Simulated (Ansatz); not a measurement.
Input and command of a plane-wave DFT calculation in Ansatz:

```yaml
crystal:
  lattice:
    - [0.0, -2.189864095, -2.189864095]
    - [0.0, 2.189864095, -2.189864095]
    - [4.37972819, 0.0, 0.0]
  atoms:
    - { symbol: Si, position: [0.5256865255, 0.4743134745, 0.5] }
    - { symbol: Si, position: [-0.0256865255, 0.0256865255, 0.0] }
    - { symbol: C, position: [1.0168857361, 0.5168857361, 0.25] }
    - { symbol: C, position: [0.4831142639, -0.0168857361, 0.75] }
basis:
  ecutwfc: 420
kpoints:
  mp_grid: { grid: [10, 10, 6] }
hamiltonian:
  xc: pbe
scf:
  occupations: { method: gaussian, width: 0.05 }
output:
  forces: true
  stress: true
  eigenvalues: true
```

```bash
ansatz run input.yaml --threads 2 --pin off --max-ram 5120MiB --backend cpu --events-out ev --progress --plain --runs-dir out
```

Processor: Intel(R) Xeon(R) Processor @ 2.50GHz (Skylake/Cascade Lake), 2 threads, on a host shared with other jobs.

Problem. Estimate time, memory and problem size.

Solution. About 11 s on 2 threads of Intel(R) Xeon(R) Processor @ 2.50GHz (Skylake/Cascade Lake), on a shared host, peak memory 0.38 GiB. It solves 12 bands at 124 k points (the mesh reduced by the symmetry that the task leaves, which can be less than the crystal's) with about 823 plane waves, in 6 SCF iterations.
